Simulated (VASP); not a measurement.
# ZnO in VASP: notebook, part 3 of 3

VASP 6.6.1. Earlier steps stand in the parts before.

### 4 Single point, PBE

INCAR

```
SYSTEM = ZnO
  PREC = Accurate
  ENCUT = 520
  EDIFF = 1E-6
  ISMEAR = 0
  SIGMA = 0.03
  LREAL = .False.
  LASPH = .True.
  NELM = 80
  ALGO = Normal
  ISIF = 2
  LWAVE = .False.
  LCHARG = .False.
  LDIPOL = .True.
  IDIPOL = 3
  DIPOL = 0.5 0.5 0.500
  GGA = PE
  NBANDS = 106
  LVHAR = .True.
  LVACPOTAV = .True.
  ICORELEVEL = 1
  LUSENCCL = .False.
```

KPOINTS

```
regular mesh
0
Gamma
  8 5 1
  0 0 0
```

POSCAR

```
ZnO                                     
1.0
    3.2865004400      0.0000000000      0.0000000000
    0.0000000000      5.3003900000      0.0000000000
    0.0000000000      0.0000000000     27.3335069900
  Zn              O             
    10    10
Direct
     0.9999995200000029    0.4678328783229057    0.2869083566164179
     0.5000005300000012    0.0049005649380562    0.3042119375650110
     0.4999995399999975    0.5007201519334115    0.3809027547386579
     0.0000005500000029    0.0062745808974854    0.4115483016710046
     0.9999995599999991    0.5027442281168546    0.4837403833474074
     0.5000005599999966    0.0027442281168548    0.5162596166525923
     0.4999995800000008    0.5062745808974853    0.5884516983289955
     0.0000005799999983    0.0007201519334115    0.6190972452613421
     0.9999995900000016    0.5049005649380562    0.6957880624349890
     0.5000005999999999    0.9678328783229054    0.7130916433835821
     0.9999995200000029    0.1214573848331546    0.2740674543786411
     0.5000005300000012    0.6270225592346299    0.3093837730759056
     0.4999995399999975    0.1246742351388071    0.3772999264795622
     0.0000005500000029    0.6256381862395821    0.4138942663650587
     0.9999995599999991    0.1236852303451080    0.4818419028028978
     0.5000005599999966    0.6236852303451081    0.5181580971971022
     0.4999995800000008    0.1256381862395820    0.5861057336349413
     0.0000005799999983    0.6246742351388072    0.6227000735204378
     0.9999995900000016    0.1270225592346300    0.6906162269240944
     0.5000005999999999    0.6214573848331546    0.7259325456213589
```

Potentials or basis: VASP PAW PBE potentials, release 64 (Zn, O).

On the command line:

```console
> cat potpaw_PBE.64/Zn/POTCAR potpaw_PBE.64/O/POTCAR > POTCAR
> mpirun -np 1 vasp_std > vasp.out
```

OUTCAR:

```text
SYSTEM = ZnO
   PREC = Accurate
   ENCUT = 520
   EDIFF = 1E-6
   ISMEAR = 0
   LREAL = .False.
   LASPH = .True.
   NELM = 80
   ISIF = 2
   GGA = PE

 ion  position               nearest neighbor table
   1  1.000  0.468  0.287-  11 1.87  12 1.95  12 1.95   2 2.99   2 2.99
   2  0.500  0.005  0.304-  11 1.94  11 1.94  12 2.01  13 2.10   1 2.99   1 2.99
   3  0.500  0.501  0.381-  14 1.99  14 1.99  13 2.00  12 2.07
   4  0.000  0.006  0.412-  13 1.99  13 1.99  14 2.02  15 2.02
   5  1.000  0.503  0.484-  16 2.00  16 2.00  15 2.01  14 2.02
   6  0.500  0.003  0.516-  15 2.00  15 2.00  16 2.01  17 2.02
   7  0.500  0.506  0.588-  18 1.99  18 1.99  17 2.02  16 2.02
   8  0.000  0.001  0.619-  17 1.99  17 1.99  18 2.00  19 2.07
   9  1.000  0.505  0.696-  20 1.94  20 1.94  19 2.01  18 2.10  10 2.99  10 2.99
  10  0.500  0.968  0.713-  20 1.87  19 1.95  19 1.95   9 2.99   9 2.99
  11  1.000  0.121  0.274-   1 1.87   2 1.94   2 1.94
  12  0.500  0.627  0.309-   1 1.95   1 1.95   2 2.01   3 2.07
  13  0.500  0.125  0.377-   4 1.99   4 1.99   3 2.00   2 2.10
  14  0.000  0.626  0.414-   3 1.99   3 1.99   5 2.02   4 2.02
  15  1.000  0.124  0.482-   6 2.00   6 2.00   5 2.01   4 2.02
  16  0.500  0.624  0.518-   5 2.00   5 2.00   6 2.01   7 2.02
  17  0.500  0.126  0.586-   8 1.99   8 1.99   6 2.02   7 2.02
  18  0.000  0.625  0.623-   7 1.99   7 1.99   8 2.00   9 2.10
  19  1.000  0.127  0.691-  10 1.95  10 1.95   9 2.01   8 2.07
  20  0.500  0.621  0.726-  10 1.87   9 1.94   9 1.94

  LATTYP: Found a simple orthorhombic cell.
 ALAT       =     3.2865004400
 B/A-ratio  =     1.6127762940
 C/A-ratio  =     8.3169034932

  Lattice vectors:

 A1 = (   3.2865004400,   0.0000000000,   0.0000000000)
 A2 = (   0.0000000000,   5.3003900000,   0.0000000000)
 A3 = (   0.0000000000,   0.0000000000,  27.3335069900)

Analysis of symmetry for initial positions (statically):
=====================================================================
 Subroutine PRICEL returns:
[... 192 lines left out ...]

 dipolmoment           0.000000      0.000000      0.000000 electrons x Angstroem

 Free energy of the ion-electron system (eV)
  ---------------------------------------------------
  ext. energy  EPLUGINS =         0.00000000
  ---------------------------------------------------
  free energy    TOTEN  =       -87.45642016 eV

  energy without entropy =      -87.45642016  energy(sigma->0) =      -87.45642016

 the core state eigenenergies are
   1-  1s  -9521.4653  2s  -1155.0024  2p  -1000.6468  3s   -126.4307  3p    -80.6175

   2-  1s  -9520.3802  2s  -1153.9059  2p   -999.5490  3s   -125.4455  3p    -79.6390

   3-  1s  -9520.9713  2s  -1154.4864  2p  -1000.1308  3s   -126.0137  3p    -80.2064
[... 15 lines left out ...]
  11-  1s   -506.6260
  12-  1s   -507.6370
  13-  1s   -507.1723
  14-  1s   -507.3883
  15-  1s   -507.3046
  16-  1s   -507.3046
  17-  1s   -507.3884
  18-  1s   -507.1723
  19-  1s   -507.6371
  20-  1s   -506.6260

 E-fermi :  -2.0720     XC(G=0):  -5.9955

 val. band max:       -2.2545281929   @ k =   0.0000   0.0000   0.0000
 cond. band min:      -1.4302864300   @ k =   0.0000   0.0000   0.0000
 fundamental gap:      0.8242417629
 Fermi energy:        -2.0720011527

 k-point     1 :       0.0000    0.0000    0.0000
  band No.  band energies     occupation
      1     -20.2851      2.00000
      2     -20.2484      2.00000
      3     -20.0795      2.00000
      4     -19.8749      2.00000
      5     -19.6685      2.00000
      6     -19.5408      2.00000
[... 1564 lines left out ...]
    101       4.4594      0.00000
    102       4.4594      0.00000
 [bands above 102 left out]

------------------------ aborting loop because EDIFF is reached ----------------------------------------

  FORCE on cell =-STRESS in cart. coord.  units (eV):
  Direction    XX          YY          ZZ          XY          YZ          ZX
  --------------------------------------------------------------------------------------
  -------------------------------------------------------------------------------------
  Total        2.6073367      2.4968831     -0.4246181      0.0000000      0.0000000      0.0000000
  in kB        8.7734586      8.4017919     -1.4288024      0.0000000      0.0000000      0.0000000
  external PRESSURE =       5.2488160 kB  Pullay stress =       0.0000000 kB

 VOLUME and BASIS-vectors are now :
 -----------------------------------------------------------------------------
  energy-cutoff  :      520.00
  volume of cell :      476.14
      direct lattice vectors                 reciprocal lattice vectors
     3.286500440  0.000000000  0.000000000     0.304275024  0.000000000  0.000000000
     0.000000000  5.300390000  0.000000000     0.000000000  0.188665362  0.000000000
     0.000000000  0.000000000 27.333506990     0.000000000  0.000000000  0.036585133

 POSITION                                       TOTAL-FORCE (eV/Angst)
 -----------------------------------------------------------------------------------
      3.28650      2.47970      7.84221         0.000000      0.008266     -0.000481
      1.64325      0.02597      8.31518         0.000000     -0.013876     -0.003562
      1.64325      2.65401     10.41141         0.000000      0.001073      0.001402
      0.00000      0.03326     11.24906         0.000000      0.008010      0.010443
      3.28650      2.66474     13.22232         0.000000      0.004688     -0.008888
      1.64325      0.01455     14.11119         0.000000      0.004688      0.008888
[... 12 lines left out ...]
      3.28650      0.67327     18.87696         0.000000     -0.008995     -0.005760
      1.64325      3.29397     19.84228         0.000000     -0.009433     -0.006589
 -----------------------------------------------------------------------------------
    total drift:                               -0.000826     -0.010589     -0.005227

  FREE ENERGIE OF THE ION-ELECTRON SYSTEM (eV)
  ---------------------------------------------------
  free  energy   TOTEN  =       -87.4564201641 eV

  energy  without entropy=      -87.4564201641  energy(sigma->0) =      -87.45642016

 vacuum level on the upper side and lower side of the slab         3.576         3.576
```

OSZICAR:

```text
N       E                     dE             d eps       ncg     rms          rms(c)
DAV:   1     0.209674932904E+04    0.20967E+04   -0.82872E+04  3188   0.197E+03
DAV:   2     0.357326159387E+03   -0.17394E+04   -0.16499E+04  3396   0.513E+02
DAV:   3    -0.606736608712E+02   -0.41800E+03   -0.40866E+03  3432   0.232E+02
[... 21 lines left out ...]
DAV:  25    -0.874564077016E+02   -0.12952E-04   -0.15184E-06  2256   0.750E-03    0.291E-03
DAV:  26    -0.874564135308E+02   -0.58292E-05   -0.32214E-07  2134   0.516E-03    0.250E-03
DAV:  27    -0.874564176883E+02   -0.41575E-05   -0.29598E-07  2128   0.399E-03    0.123E-03
DAV:  28    -0.874564195355E+02   -0.18471E-05   -0.29033E-07  2200   0.227E-03    0.877E-04
DAV:  29    -0.874564201641E+02   -0.62867E-06   -0.76644E-08  2120   0.166E-03
   1 F= -.87456420E+02 E0= -.87456420E+02  d E =-.354924E-19
```

stdout:

```text
Offloading initialized ...    1 GPUs detected
 POSCAR found type information on POSCAR ZnO
 POSCAR found :  2 types and      20 ions
 scaLAPACK will be used selectively (only on CPU)
[... 26 lines left out ...]
|                                                                             |
|     Did not find any points to average over, which means that no vacuum     |
|     field-free region was found. Please increase the size of  your cell     |
|     in the dimension of the dipole correction to obtain accurate            |
|     workfunction values.                                                    |
|                                                                             |
 -----------------------------------------------------------------------------
```

Run time: 11 min. Hardware: 1 × NVIDIA H100 80GB with 1 thread of AMD EPYC 7R13 (Zen 3), shared host; peak memory 1.7 GiB.

Results:

* Free energy: -87.4564 eV
* Largest force: 0.014 eV/Å
* Band gap on the k mesh: 0.82 eV, direct
* Ionisation potential of the upper face: 5.83 eV

Forces in eV/Å, atoms in the order of the input:
```
Zn   0.000  0.008  0.000
Zn   0.000 -0.014 -0.004
Zn   0.000  0.001  0.001
Zn   0.000  0.008  0.010
Zn   0.000  0.005 -0.009
Zn   0.000  0.005  0.009
Zn   0.000  0.008 -0.010
Zn   0.000  0.001 -0.001
Zn   0.000 -0.014  0.004
Zn   0.000  0.008  0.000
O    0.000 -0.009  0.007
O    0.000 -0.009  0.006
O    0.000 -0.007  0.008
O    0.000  0.008 -0.002
O    0.000  0.010  0.011
O    0.000  0.010 -0.011
O    0.000  0.008  0.002
O    0.000 -0.007 -0.008
O    0.000 -0.009 -0.006
O    0.000 -0.009 -0.007
```

Core levels (eV, on the scale of the bands):
```tsv
atom	levels
1 Zn	1s -9521.5, 2s -1155.0, 2p -1000.6, 3s -126.4, 3p -80.6
2 Zn	1s -9520.4, 2s -1153.9, 2p -999.5, 3s -125.4, 3p -79.6
3 Zn	1s -9521.0, 2s -1154.5, 2p -1000.1, 3s -126.0, 3p -80.2
4 Zn	1s -9520.7, 2s -1154.2, 2p -999.9, 3s -125.8, 3p -80.0
5 Zn	1s -9520.8, 2s -1154.3, 2p -1000.0, 3s -125.9, 3p -80.0
6 Zn	1s -9520.8, 2s -1154.3, 2p -1000.0, 3s -125.9, 3p -80.0
```

Expect the measured gap to be larger: semilocal functionals such as PBE lack the derivative discontinuity.
